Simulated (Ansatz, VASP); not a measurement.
# Two plane-wave programs on GaN

```xyz
2
Lattice="0.0000 2.2913 2.2913 2.2742 0.0171 2.2742 2.2742 2.2742 0.0171" Properties=species:S:1:pos:R:3 pbc="T T T"
Ga    0.0000    0.0000    0.0000
N     3.4114    3.4369    3.4369
```

Change from the starting cell: strain +0.0150 x Voigt [0, 0, 0, 1, 0, 0], atoms carried along.

Alike in both runs: task single point; functional PBE; k mesh 10 × 10 × 10; occupations gaussian, width 0.05 eV; no spin polarisation.

```csv
,VASP,Ansatz
version,VASP 6.6.1,Ansatz 0.2.0
potentials or method,"VASP PAW PBE potentials, release 64 (Ga_d, N)","scalar-relativistic, plane waves, PAW"
plane-wave cutoff (eV),520,420
valence electrons in the cell,18,18
```

VASP gave:

* gap on the k mesh at the Fermi level (eV): 1.52
* least direct gap on the mesh (eV): 1.52
* pressure (GPa): 0.2
* largest component of the traceless stress (GPa): 2.63
* rms of the force components (eV/Å): 0.061

Question: Estimate Ansatz's values.

Answer: gap on the k mesh at the Fermi level (eV): 1.51; least direct gap on the mesh (eV): 1.51; pressure (GPa): 0.1; largest component of the traceless stress (GPa): 2.64; rms of the force components (eV/Å): 0.062.

Atom by atom the forces differ by 0.001 eV/Å (rms over components). The functional is the same, so the differences come from potentials, cutoffs and numerics.
